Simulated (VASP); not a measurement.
# Input and output of a VASP PBE single-point calculation on AlN (distorted zincblende)

INCAR

```
ISMEAR = -1
ISIF = 2
NSW = 0
LASPH = .TRUE.
SIGMA = 0.02
GGA = PE
LREAL = .FALSE.
LCHARG = .FALSE.
EDIFF = 1E-7
NBANDS = 11
PREC = Accurate
ENCUT = 520
IBRION = -1
NELM = 120
LWAVE = .FALSE.
```

KPOINTS

```
KPOINTS created by Atomic Simulation Environment
0
Gamma
8 8 8
0 0 0
```

POSCAR

```
Al N
 1.0000000000000000
    -0.0211000000000000    2.1852999999999998    2.1709999999999998
     2.1223999999999998   -0.0368000000000000    2.1867000000000001
     2.0482000000000000    2.1267000000000000    0.0375000000000000
 Al  N
   1   1
Cartesian
  0.4136677700000000  2.2553179999999999  1.9199364399999996
  1.0104041600000000  1.0316530699999999  0.9861692600000000
```

VASP ran with the recommended PBE PAW datasets (8 valence electrons in the cell).

Command

```
mpirun -np 1 vasp_std
```

From OUTCAR

```
k-points           NKPTS =    260   k-points in BZ     NKDIM =    260   number of bands    NBANDS=     11

   NELECT =       8.0000    total number of electrons

   dimension x,y,z NGX =    24 NGY =   24 NGZ =   24
   dimension x,y,z NGXF=    48 NGYF=   48 NGZF=   48

  energy-cutoff  :      520.00
  volume of cell :       19.67
      direct lattice vectors                 reciprocal lattice vectors
    -0.021100000  2.185300000  2.171000000    -0.236438100  0.223597919  0.233248560
     2.122400000 -0.036800000  2.186700000     0.230505695 -0.226049019  0.229778255
     2.048200000  2.126700000  0.037500000     0.246941641  0.236541526 -0.235699552

 k-points in reciprocal lattice and weights: KPOINTS created by Atomic Simulation Env
   0.00000000  0.00000000  0.00000000       0.002
   0.12500000 -0.00000000  0.00000000       0.004
   0.25000000 -0.00000000  0.00000000       0.004
   0.37500000 -0.00000000  0.00000000       0.004
   0.50000000 -0.00000000  0.00000000       0.002
  -0.00000000  0.12500000 -0.00000000       0.004
   0.12500000  0.12500000 -0.00000000       0.004
   0.25000000  0.12500000  0.00000000       0.004
   ...

 E-fermi :   8.2800

 k-point     1 :       0.0000    0.0000    0.0000
  band No.  band energies     occupation
      1      -8.7849      2.00000
      2       5.4456      2.00000
      3       6.6065      2.00000
      4       7.8253      2.00000
      5      10.6187      0.00000
      6      19.0922      0.00000
      7      19.3603      0.00000
      8      20.5012      0.00000
      9      23.7547      0.00000
     10      24.1163      0.00000
     11      25.0537      0.00000

 k-point     2 :       0.1250   -0.0000    0.0000
  band No.  band energies     occupation
      1      -8.5418      2.00000
      2       4.6159      2.00000
      3       6.4322      2.00000
      4       7.5886      2.00000
      5      11.4389      0.00000
      6      18.0937      0.00000
      7      19.5539      0.00000
      8      21.1821      0.00000
      9      22.1772      0.00000
     10      23.4494      0.00000
     11      25.6901      0.00000

 k-point     3 :       0.2500   -0.0000    0.0000
  band No.  band energies     occupation
      1      -7.8700      2.00000
      2       2.7344      2.00000
      3       6.2831      2.00000
      4       7.2395      2.00000
      5      12.6738      0.00000
      6      16.8804      0.00000
      7      19.0016      0.00000
      8      20.5917      0.00000
      9      22.3565      0.00000
     10      24.0568      0.00000
     11      24.8291      0.00000

 k-point     4 :       0.3750   -0.0000    0.0000
  band No.  band energies     occupation
      1      -7.0055      2.00000
      2       0.9204      2.00000
      3       6.1987      2.00000
      4       6.9637      2.00000
      5      13.3765      0.00000
      6      16.1393      0.00000
      7      18.0834      0.00000
      8      19.7253      0.00000
      9      23.5235      0.00000
     10      24.8265      0.00000
     11      26.8724      0.00000

 k-point     5 :       0.5000   -0.0000    0.0000
  band No.  band energies     occupation
      1      -6.5441      2.00000
      2       0.1138      2.00000
      3       6.1701      2.00000
      4       6.8598      2.00000
      5      13.5502      0.00000
      6      15.8914      0.00000
      7      17.7377      0.00000
      8      19.4341      0.00000
      9      23.8003      0.00000
     10      26.6548      0.00000
     11      27.7458      0.00000

 k-point     6 :      -0.0000    0.1250   -0.0000
  band No.  band energies     occupation
      1      -8.5583      2.00000
      2       5.3212      2.00000
      3       5.4491      2.00000
      4       7.6654      2.00000
      5      11.6836      0.00000
      6      18.1086      0.00000
      7      19.4941      0.00000
      8      21.0419      0.00000
      9      22.7681      0.00000
     10      23.3388      0.00000
     11      25.3191      0.00000

 k-point     7 :       0.1250    0.1250   -0.0000
  band No.  band energies     occupation
      1      -8.4651      2.00000
      2       4.7978      2.00000
      3       6.1308      2.00000
      4       7.1860      2.00000
      5      11.7847      0.00000
      6      17.6973      0.00000
      7      19.6104      0.00000
      8      20.3872      0.00000
      9      21.7337      0.00000
     10      24.9590      0.00000
     11      26.1071      0.00000

 k-point     8 :       0.2500    0.1250    0.0000
  band No.  band energies     occupation
      1      -7.9257      2.00000
      2       3.2990      2.00000
      3       6.1742      2.00000
      4       6.8256      2.00000
      5      12.5182      0.00000
      6      16.8506      0.00000
      7      18.3044      0.00000
      8      20.6601      0.00000
      9      21.6780      0.00000
     10      25.3973      0.00000
     11      26.9743      0.00000

 k-point     9 :       0.3750    0.1250    0.0000
  band No.  band energies     occupation
      1      -7.1084      2.00000
      2       1.5465      2.00000
      3       5.8930      2.00000
      4       6.5968      2.00000
      5      13.2467      0.00000
      6      16.0301      0.00000
      7      17.6582      0.00000
      8      20.8078      0.00000
      9      21.9666      0.00000
     10      26.0263      0.00000
     11      27.8592      0.00000

 k-point    10 :       0.5000    0.1250    0.0000
  band No.  band energies     occupation
      1      -6.4742      2.00000
      2       0.4292      2.00000
      3       5.5557      2.00000
      4       6.5261      2.00000
      5      13.8317      0.00000
      6      15.2793      0.00000
      7      17.9089      0.00000
      8      20.2292      0.00000
      9      23.4602      0.00000
     10      26.1496      0.00000
     11      29.2627      0.00000

 k-point    11 :      -0.3750    0.1250   -0.0000
  band No.  band energies     occupation
      1      -6.6547      2.00000
      2       0.7328      2.00000
      3       5.3069      2.00000
      4       6.7094      2.00000
      5      14.2265      0.00000
      6      15.2114      0.00000
      7      17.9138      0.00000
      8      20.1789      0.00000
      9      24.7305      0.00000
     10      25.6307      0.00000
     11      27.3613      0.00000

 k-point    12 :      -0.2500    0.1250   -0.0000
  band No.  band energies     occupation
      1      -7.4407      2.00000
      2       2.1986      2.00000
      3       5.2851      2.00000
      4       7.0669      2.00000
      5      13.7142      0.00000
      6      16.3467      0.00000
      7      17.7801      0.00000
      8      20.7817      0.00000
      9      23.8659      0.00000
     10      24.7877      0.00000
     11      26.0169      0.00000

 k-point    13 :      -0.1250    0.1250    0.0000
  band No.  band energies     occupation
      1      -8.1831      2.00000
      2       3.9391      2.00000
      3       5.4343      2.00000
      4       7.4947      2.00000
      5      12.6129      0.00000
      6      17.5334      0.00000
      7      18.5699      0.00000
      8      21.4135      0.00000
      9      22.5318      0.00000
     10      23.7164      0.00000
     11      26.1931      0.00000

 k-point    14 :      -0.0000    0.2500   -0.0000
  band No.  band energies     occupation
      1      -7.9365      2.00000
      2       3.2124      2.00000
      3       5.2455      2.00000
      4       7.4695      2.00000
      5      13.0917      0.00000
      6      17.1054      0.00000
      7      19.0903      0.00000
      8      20.1964      0.00000
      9      22.9512      0.00000
     10      23.5260      0.00000
     11      25.8504      0.00000

 k-point    15 :       0.1250    0.2500   -0.0000
  band No.  band energies     occupation
      1      -7.9723      2.00000
      2       3.8577      2.00000
      3       5.1597      2.00000
      4       6.9724      2.00000
      5      12.9549      0.00000
      6      16.7797      0.00000
      7      18.2391      0.00000
      8      20.9559      0.00000
      9      22.1541      0.00000
     10      24.9460      0.00000
     11      27.1090      0.00000

 k-point    16 :       0.2500    0.2500   -0.0000
  band No.  band energies     occupation
      1      -7.5883      2.00000
      2       3.3337      2.00000
      3       5.3599      2.00000
      4       6.3407      2.00000
      5      12.3168      0.00000
      6      16.0120      0.00000
      7      17.9205      0.00000
      8      20.9984      0.00000
      9      22.7833      0.00000
     10      27.0654      0.00000
     11      28.2674      0.00000

 ...

  Total        0.9410018      6.8322243      6.5674811      0.1371697      5.7113677     -0.1181372
  in kB       76.6291852    556.3727702    534.8137749     11.1702221    465.0973587     -9.6203418
  external PRESSURE =     389.2719101 kB  Pullay stress =       0.0000000 kB

 POSITION                                       TOTAL-FORCE (eV/Angst)
 -----------------------------------------------------------------------------------
      0.41367      2.25532      1.91994        -5.144874      0.983118     -0.011696
      1.01040      1.03165      0.98617         5.144874     -0.983118      0.011696
 -----------------------------------------------------------------------------------
    total drift:                               -0.000192     -0.000151     -0.000244

  FREE ENERGIE OF THE ION-ELECTRON SYSTEM (eV)
  ---------------------------------------------------
  free  energy   TOTEN  =       -13.3163395349 eV

  energy  without entropy=      -13.3163395349  energy(sigma->0) =      -13.31633953
```

- gap between bands v and c on the k mesh: 1.93 eV
- least direct gap on the k mesh: 2.79 eV
- pressure: 38.9 GPa
- largest force: 5.24 eV/Å

Band v is the last that the valence electrons fill when counted band by band, and c is the next.

The run took about 15 s on one core of a shared host (Intel Xeon 6975P-C) and held 0.17 GiB at most.
